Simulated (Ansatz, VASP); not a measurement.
Given: the input of a run of Ansatz 0.2.0 on InAs. 

File input.yaml:

```yaml
crystal:
  lattice:
    - [0.0, 3.018, 3.018]
    - [3.018, 0.0, 3.018]
    - [3.018, 3.018, 0.0]
  atoms:
    - { symbol: In, position: [0.0, 0.0, 0.0] }
    - { symbol: As, position: [0.75, 0.75, 0.75] }
hamiltonian:
  xc: pbesol
  pseudopotentials: { kind: paw }
kpoints:
  mp_grid: { grid: [8, 8, 8] }
scf:
  occupations: { method: gaussian, width: 0.05 }
output:
  forces: true
  stress: true
  eigenvalues: true
```

Potentials or basis: Ansatz PAW.

Run with:

```bash
$ ansatz run input.yaml --threads 2 --pin off --max-ram 5632MiB --backend cpu --events-out ev --progress --plain --runs-dir out
```

What does the same run look like in VASP 6.6.1? Potentials or basis there: PBE PAW files As, In_d, 520 eV.

As run (cutoffs and basis follow the program's own potentials, and thresholds, step limits or extra output files can differ):

INCAR

```
SYSTEM = InAs
  PREC = Accurate
  ENCUT = 520
  EDIFF = 1E-6
  ISMEAR = 0
  SIGMA = 0.05
  LREAL = .False.
  LASPH = .True.
  NELM = 60
  ALGO = Normal
  ISIF = 2
  LWAVE = .False.
  LCHARG = .False.
  GGA = PS
  NBANDS = 16
```

Contents of KPOINTS:

```
Automatic mesh
0
Gamma
  8 8 8
  0 0 0
```

File POSCAR:

```
InAs
1.0
    0.0000000000      3.0180000000      3.0180000000
    3.0180000000      0.0000000000      3.0180000000
    3.0180000000      3.0180000000      0.0000000000
In As
1 1
Direct
    0.0000000000      0.0000000000      0.0000000000
    0.7500000000      0.7500000000      0.7500000000
```

Potentials or basis: VASP PAW PBE potentials, release 64 (In_d, As).

Run with:

```bash
$ cat potpaw_PBE.64/In_d/POTCAR potpaw_PBE.64/As/POTCAR > POTCAR
$ mpirun -np 1 vasp_std > vasp.out
```

Both were run:

|  | Ansatz | VASP |
| --- | --- | --- |
| Pressure | 1.5 GPa | 1.6 GPa |

Ansatz's pressure holds a Pulay term of +0.03 GPa for its cutoff of 420 eV, which the other run lacks.

The potentials hold 28 and 18 valence electrons a cell.

Ansatz's potentials were made for PBE. VASP's potentials were made for PBE.

Where Ansatz's input types no cutoff or centring, it takes its own default and a Γ-centred mesh.

Pressure is positive in compression.
